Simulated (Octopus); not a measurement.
**GaN under changes of volume**

One of the cells (11.444 Å³/atom); the others are scaled copies at fixed shape and fractional positions:

```
Ga N
1.0
     0.00000    2.25350    2.25350
     2.25350    0.00000    2.25350
     2.25350    2.25350    0.00000
Ga N
1 1
Direct
  0.00000 0.00000 0.00000
  0.25000 0.25000 0.25000
```

The cell is a database's computed one.

| Quantity | Value |
| --- | --- |
| Program | Octopus 16.4 |
| Functional | PBEsol |
| Potentials or basis | pseudodojo_pbesol (PseudoDojo 0.4, PBEsol) |
| Grid spacing | 0.133 Å |
| k mesh | 10 × 10 × 10 |
| Occupations | fermi-dirac, width 0.05 eV |
| Spin | no spin polarisation |

```csv
volume (Å³/atom),energy over the lowest point (meV/atom),gap on the mesh (eV)
10.757,19.93,2.10
10.986,6.22,1.97
11.215,0.00,1.83
11.444,0.78,1.70
11.673,6.53,1.58
11.902,16.14,1.45
12.131,?,?
```

Question: What does the run at 12.131 Å³/atom give?

Answer: Energy over the lowest point 29.84 meV/atom; gap on the mesh 1.33 eV.

Worked out: A Birch-Murnaghan fit of order 3 (a polynomial in V^(-2/3)) to the other rows has its minimum at 11.30 Å³/atom with B0 = V·E''(V) = 204 GPa (rough, since the energies scatter). It gives 28.92 meV/atom at 12.131 Å³/atom, against the run's 29.84. A straight line through the other rows of the gap, of slope -6.43 eV per unit of ln V (its deformation potential), extrapolates to 1.33 eV, against the run's 1.33.

Energies are extrapolated to zero smearing.

Spin-orbit coupling on Ga is left out.
